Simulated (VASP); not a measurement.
# ScHO2 (R-3m) in VASP: notebook

One crystal, ScHO2, is run at these levels: PBEsol; tasks: single point.

Everything below comes from runs of VASP 6.6.1. Logs are shortened: lines on timing, memory, paths and dates and some standing lists are left out, and cuts for length are marked.

## (1) The crystal as given

The structure is trigonal, space group R-3m (No. 166). The conventional cell has a = 3.233 Å, b = 3.233 Å, c = 13.593 Å, α = 90.00°, β = 90.00°, γ = 120.00°. Around Sc (site symmetry -3m) lie 6 O at 2.14 Å. H (site symmetry -3m) has 2 O at 1.22 Å as nearest neighbours. O (site symmetry 3m) is surrounded by 1 H at 1.22 Å.

The cell comes from a database or a generator and needn't be the stable form of this composition.

## (2) Single point, PBEsol

Contents of INCAR:

```
ALGO     = Normal         # electronic algorithm
EDIFF    = 1E-6           # SCF threshold, eV
ENCUT    = 520            # plane-wave cutoff, eV
GGA      = PS             # functional
ISIF     = 2              # what is computed and relaxed
ISMEAR   = 0              # smearing method
LASPH    = True           # aspherical terms in the spheres
LCHARG   = False          # write CHGCAR
LREAL    = False          # projectors in reciprocal space
LWAVE    = False          # write WAVECAR
NBANDS   = 20             # bands
NELM     = 80             # most SCF steps
PREC     = Accurate       # precision mode
SIGMA    = 0.05           # smearing width, eV
```

Contents of KPOINTS:

```
k-points
0
Gamma
  9 9 9
```

Contents of POSCAR:

```
ScHO2
1.0
    1.6165890435      0.9333381194      4.5309241552
   -1.6165890435      0.9333381194      4.5309241552
    0.0000000000     -1.8666762389      4.5309241552
Sc H O
1 1 2
Direct
    0.0000000000      0.0000000000      0.0000000000
    0.5000000000      0.5000000000      0.5000000000
    0.5897010000      0.5897010000      0.5897010000
    0.4102990000      0.4102990000      0.4102990000
```

Potentials or basis: VASP PAW PBE potentials, release 64 (Sc_sv, H, O).

Started as:

```sh
$ cat potpaw_PBE.64/Sc_sv/POTCAR potpaw_PBE.64/H/POTCAR potpaw_PBE.64/O/POTCAR > POTCAR
$ mpirun -np 1 vasp_std > vasp.out
```

OUTCAR:

```text
EDIFF = 1E-6
   ENCUT = 520
   GGA = PS
   ISIF = 2
   ISMEAR = 0
   LASPH = True
   LREAL = False
   NELM = 80
   PREC = Accurate

 ion  position               nearest neighbor table
   1  0.000  0.000  0.000-   3 2.14   4 2.14   3 2.14   3 2.14   4 2.14   4 2.14
   2  0.500  0.500  0.500-   3 1.22   4 1.22
   3  0.590  0.590  0.590-   2 1.22   1 2.14   1 2.14   1 2.14
   4  0.410  0.410  0.410-   2 1.22   1 2.14   1 2.14   1 2.14

  LATTYP: Found a trigonal (rhomboedric) cell.
 ALAT       =     4.9003830341
 COS(alpha) =     0.7823447222

  Lattice vectors:

 A1 = (   1.6165890435,   0.9333381194,   4.5309241552)
 A2 = (  -1.6165890435,   0.9333381194,   4.5309241552)
 A3 = (   0.0000000000,  -1.8666762389,   4.5309241552)

Analysis of symmetry for initial positions (statically):
=====================================================================
 Subroutine PRICEL returns:
 Original cell was already a primitive cell.

 Routine SETGRP: Setting up the symmetry group for a
 trigonal (rhombohedral) supercell.

 Subroutine GETGRP returns: Found 12 space group operations
 (whereof 12 operations were pure point group operations)
 out of a pool of 12 trial point group operations.

The static configuration has the point symmetry D_3d.

Analysis of symmetry for dynamics (positions and initial velocities):
=====================================================================
 Subroutine PRICEL returns:
 Original cell was already a primitive cell.

 Routine SETGRP: Setting up the symmetry group for a
 trigonal (rhombohedral) supercell.

 Subroutine GETGRP returns: Found 12 space group operations
 (whereof 12 operations were pure point group operations)
 out of a pool of 12 trial point group operations.

The dynamic configuration has the point symmetry D_3d.

 Subroutine INISYM returns: Found 12 space group operations
 (whereof 12 operations are pure point group operations),
 and found     1 'primitive' translations

----------------------------------------------------------------------------------------

                                     Primitive cell

  volume of cell :      41.0182

  direct lattice vectors                    reciprocal lattice vectors
     1.616589044  0.933338119  4.530924155     0.309293201  0.178570513  0.073568509
    -1.616589044  0.933338119  4.530924155    -0.309293201  0.178570513  0.073568509
     0.000000000 -1.866676239  4.530924155     0.000000000 -0.357141026  0.073568509

  length of vectors
     4.900383034  4.900383034  4.900383034     0.364639600  0.364639600  0.364639600

  position of ions in fractional coordinates (direct lattice)
     0.000000000  0.000000000  0.000000000
     0.500000000  0.500000000  0.500000000
     0.589701000  0.589701000  0.589701000
     0.410299000  0.410299000  0.410299000

  ion indices of the primitive-cell ions
   primitive index   ion index
                 1           1
                 2           2
                 3           3
                 4           4

----------------------------------------------------------------------------------------

 KPOINTS: k-points

Automatic generation of k-mesh.
 Grid dimensions read from file:
 generate k-points for:    9    9    9

 Generating k-lattice:

  Cartesian coordinates                     Fractional coordinates (reciprocal lattice)
     0.034365911  0.019841168  0.008174279     0.111111111 -0.000000000 -0.000000000
    -0.034365911  0.019841168  0.008174279    -0.000000000  0.111111111 -0.000000000
     0.000000000 -0.039682336  0.008174279     0.000000000  0.000000000  0.111111111

  Length of vectors
     0.040515511  0.040515511  0.040515511

  Shift w.r.t. Gamma in fractional coordinates (k-lattice)
     0.000000000  0.000000000  0.000000000

 Subroutine IBZKPT returns following result:
 ===========================================

 Found     85 irreducible k-points:

 Following reciprocal coordinates:
            Coordinates               Weight
  0.000000  0.000000  0.000000      1.000000
  0.111111  0.000000 -0.000000      6.000000
  0.222222  0.000000 -0.000000      6.000000
  0.333333  0.000000  0.000000      6.000000
  0.444444  0.000000 -0.000000      6.000000
  0.111111  0.111111 -0.000000      6.000000
[... 16 lines left out ...]
 -0.333333  0.333333  0.000000      6.000000
  0.444444  0.444444 -0.000000      6.000000
 [... further k-points ...]
   k-points           NKPTS =     85   k-points in BZ     NKDIM =     85   number of bands    NBANDS=     20
   number of dos      NEDOS =    301   number of ions     NIONS =      4
   total plane-waves  NPLWV =  46656
   dimension x,y,z NGX =    36 NGY =   36 NGZ =   36
   dimension x,y,z NGXF=    72 NGYF=   72 NGZF=   72
   ions per type =               1   1   2
   NGX,Y,Z   is equivalent  to a cutoff of  12.21, 12.21, 12.21 a.u.
   NGXF,Y,Z  is equivalent  to a cutoff of  24.43, 24.43, 24.43 a.u.
 SYSTEM =  unknown system
   PREC   = accura    normal or accurate (medium, high low for compatibility)
   ISTART =      0    job   : 0-new  1-cont  2-samecut
   ICHARG =      2    charge: 1-file 2-atom 10-const
   ISPIN  =      1    spin polarized calculation?
   LNONCOLLINEAR =      F non collinear calculations
   LSORBIT =      F    spin-orbit coupling
   LASPH  =      T    aspherical Exc in radial PAW
   ENCUT  =  520.0 eV  38.22 Ry    6.18 a.u.   9.11  9.11  9.11*2*pi/ulx,y,z
   NELM   =     80;   NELMIN=  2; NELMDL= -5     # of ELM steps
   EDIFF  = 0.1E-05   stopping-criterion for ELM
   LREAL  =      F    real-space projection
   EDIFFG = 0.1E-04   stopping-criterion for IOM
   NSW    =      0    number of steps for IOM
   IBRION =     -1    ionic relax: 0-MD 1-quasi-New 2-CG
   NFREE  =      0    steps in history (QN), initial steepest desc. (CG)
   ISIF   =      2    stress and relaxation
   ISYM   =      2    0-nonsym 1-usesym 2-fastsym
   POTIM  = 0.5000    time-step for ionic-motion
   TEBEG  =    0.0;   TEEND  =   0.0 temperature during run
   PSTRESS=    0.0 pullay stress
   NELECT =      24.0000    total number of electrons
   NUPDOWN=      -1.0000    fix difference up-down
   EMIN   =  10.00;   EMAX   =-10.00  energy-range for DOS
   EFERMI =   0.00;   METHOD = LEGACY
   ISMEAR =     0;   SIGMA  =   0.05  broadening in eV -4-tet -1-fermi 0-gaus
   EFERMI_NEDOS =   21; number of points for ismear=-14 and -15
   IALGO  =     38    algorithm
   IMIX   =      4    mixing-type and parameters
     AMIX     =   0.40;   BMIX     =  1.00
     AMIX_MAG =   1.60;   BMIX_MAG =  1.00
  volume/ion in A,a.u.               =      10.25        69.20
  Fermi-wavevector in a.u.,A,eV,Ry     =   1.369261  2.587529 25.509246  1.874877
  Thomas-Fermi vector in A             =   2.495152
   LORBIT       =      0    0 simple, 1 ext, 2 COOP (PROOUT), +10 PAW based schemes
   GGA     = PS    functional components
   LHFCALC =     F    Hartree Fock is set to
   AEXX    =    0.0000 exact exchange contribution
   IVDW    =     0    specifies the selected vdW correction
   LEPSILON=     F    determine dielectric tensor
   LRPA    =     F    only Hartree local field effects (RPA)
 non-spin polarized calculation
 Gauss-broadening in eV      SIGMA  =   0.05
  energy-cutoff  :      520.00
  volume of cell :       41.02
 maximum number of plane-waves:      1122
   NGX = 19   NGY = 19   NGZ = 19

 number of electron      24.0000002 magnetization

 Free energy of the ion-electron system (eV)
  ---------------------------------------------------
  ext. energy  EPLUGINS =         0.00000000
  ---------------------------------------------------
  free energy    TOTEN  =       -30.85905882 eV

  energy without entropy =      -30.85905882  energy(sigma->0) =      -30.85905882

 E-fermi :   1.5086     XC(G=0): -10.3883

 val. band max:        1.2729120932   @ k =  -0.1111   0.1111   0.0000
 cond. band min:       5.2083278114   @ k =   0.4444   0.4444  -0.0000
 fundamental gap:      3.9354157182
 Fermi energy:         1.5086289634

 k-point     1 :       0.0000    0.0000    0.0000
  band No.  band energies     occupation
      1     -45.8965      2.00000
      2     -24.7599      2.00000
      3     -24.4147      2.00000
      4     -24.4147      2.00000
      5     -16.2603      2.00000
      6     -14.0239      2.00000
[... 12 lines left out ...]
     19      11.9557      0.00000
     20      16.0777      0.00000

 k-point     2 :       0.1111    0.0000   -0.0000
  band No.  band energies     occupation
      1     -45.8897      2.00000
      2     -24.7432      2.00000
      3     -24.4868      2.00000
      4     -24.4265      2.00000
      5     -16.1505      2.00000
      6     -14.0909      2.00000
[... 12 lines left out ...]
     19      12.5441      0.00000
     20      16.0757      0.00000

 k-point     3 :       0.2222    0.0000   -0.0000
  band No.  band energies     occupation
      1     -45.8725      2.00000
      2     -24.7086      2.00000
      3     -24.6545      2.00000
      4     -24.4562      2.00000
      5     -15.8726      2.00000
      6     -14.2606      2.00000
[... 12 lines left out ...]
     19      13.7296      0.00000
     20      15.7474      0.00000

 k-point     4 :       0.3333    0.0000    0.0000
  band No.  band energies     occupation
      1     -45.8528      2.00000
      2     -24.8598      2.00000
      3     -24.6436      2.00000
      4     -24.4897      2.00000
      5     -15.5512      2.00000
      6     -14.4603      2.00000
[... 429 lines left out ...]
 k-point    23 :      -0.3333    0.3333    0.0000
  band No.  band energies     occupation
      1     -45.8308      2.00000
      2     -24.7998      2.00000
      3     -24.7947      2.00000
      4     -24.5926      2.00000
      5     -15.5027      2.00000
      6     -14.3014      2.00000
[... 12 lines left out ...]
     19      13.0983      0.00000
     20      14.1645      0.00000

 k-point    24 :       0.4444    0.4444   -0.0000
  band No.  band energies     occupation
      1     -45.8399      2.00000
      2     -24.9698      2.00000
      3     -24.6124      2.00000
      4     -24.5119      2.00000
      5     -15.7825      2.00000
      6     -14.0707      2.00000
[... 12 lines left out ...]
     19      12.9086      0.00000
     20      13.8684      0.00000

 [... further k-points ...]

------------------------ aborting loop because EDIFF is reached ----------------------------------------

  FORCE on cell =-STRESS in cart. coord.  units (eV):
  Direction    XX          YY          ZZ          XY          YZ          ZX
  --------------------------------------------------------------------------------------
  -------------------------------------------------------------------------------------
  Total       -1.1969749     -1.1969749     -1.2229394     -0.0000000      0.0000000      0.0000000
  in kB      -46.7540174    -46.7540174    -47.7681946     -0.0000000      0.0000000      0.0000000
  external PRESSURE =     -47.0920765 kB  Pullay stress =       0.0000000 kB

 VOLUME and BASIS-vectors are now :
 -----------------------------------------------------------------------------
  energy-cutoff  :      520.00
  volume of cell :       41.02
      direct lattice vectors                 reciprocal lattice vectors
     1.616589044  0.933338119  4.530924155     0.309293201  0.178570513  0.073568509
    -1.616589044  0.933338119  4.530924155    -0.309293201  0.178570513  0.073568509
     0.000000000 -1.866676239  4.530924155     0.000000000 -0.357141026  0.073568509

 POSITION                                       TOTAL-FORCE (eV/Angst)
 -----------------------------------------------------------------------------------
      0.00000      0.00000      0.00000         0.000000      0.000000      0.000000
      0.00000     -0.00000      6.79639         0.000000      0.000000     -0.000000
      0.00000     -0.00000      8.01567         0.000000     -0.000000      0.187449
      0.00000     -0.00000      5.57710         0.000000      0.000000     -0.187449
 -----------------------------------------------------------------------------------
    total drift:                               -0.000000      0.000000      0.000000

  FREE ENERGIE OF THE ION-ELECTRON SYSTEM (eV)
  ---------------------------------------------------
  free  energy   TOTEN  =       -30.8590588177 eV

  energy  without entropy=      -30.8590588177  energy(sigma->0) =      -30.85905882
```

It took 81 s on 1 thread of AMD EPYC 9R45 (Zen 5), shared host; peak memory 0.21 GiB.

What came out:

```
Free energy            : -30.8591 eV
Pressure               : -4.7 GPa
Largest force          : 0.187 eV/Å
Band gap on the k mesh : 3.94 eV, indirect (least direct gap 4.36 eV)
```

Forces on the atoms (eV/Å):
```
Sc   0.000  0.000  0.000
H    0.000  0.000  0.000
O    0.000  0.000  0.187
O    0.000  0.000 -0.187
```

Stress tensor (GPa, compression positive):
```
-4.68  0.00  0.00
 0.00 -4.68  0.00
 0.00  0.00 -4.78
```

Caveat: the PAW data sets were made with another functional, which shifts forces and pressure a little; an odd mesh through Γ misses points on the zone boundary, where band edges often lie.

## (3) Single point, PBEsol

Contents of INCAR:

```
SYSTEM = ScHO2
ALGO = Normal ; EDIFF = 1E-7
ENCUT = 520 ; GGA = PS
ISIF = 2 ; ISMEAR = 0
LASPH = .True. ; LCHARG = .False.
LREAL = .False. ; LWAVE = .False.
NBANDS = 20 ; NELM = 100
PREC = Accurate ; SIGMA = 0.05
```

Contents of KPOINTS:

```
k-points
0
Gamma
  9 9 9
  0 0 0
```

POSCAR is that of step 2.

Potentials or basis: VASP PAW PBE potentials, release 64 (Sc_sv, H, O).

Started as:

```sh
$ cat potpaw_PBE.64/Sc_sv/POTCAR potpaw_PBE.64/H/POTCAR potpaw_PBE.64/O/POTCAR > POTCAR
$ mpirun -np 1 vasp_std > vasp.out
```

Wall time 86 s (1 thread of AMD EPYC 9R45 (Zen 5), shared host); peak memory 0.21 GiB.

It converged, with:

```yaml
Free_energy: -30.8591 eV
Pressure: -4.7 GPa
Largest_force: 0.187 eV/Å
Band_gap_on_the_k_mesh: 3.94 eV, indirect (least direct gap 4.36 eV)
```

Forces in eV/Å, atoms in the order of the input:
```
Sc   0.000  0.000  0.000
H    0.000  0.000  0.000
O    0.000  0.000  0.187
O    0.000  0.000 -0.187
```

Stress tensor (GPa, compression positive):
```
-4.67  0.00  0.00
 0.00 -4.67  0.00
 0.00  0.00 -4.78
```

Levels at points of the mesh, in eV from the valence-band top:
| k point | band 10 | band 11 | band 12 | band 13 | band 14 | band 15 |
| --- | --- | --- | --- | --- | --- | --- |
| (0.00, 0.00, 0.00) | -0.57 | -0.57 | -0.15 | 4.57 | 4.74 | 4.74 |

Caveat: the PAW data sets were made with another functional, which shifts forces and pressure a little; an odd mesh through Γ misses points on the zone boundary, where band edges often lie.
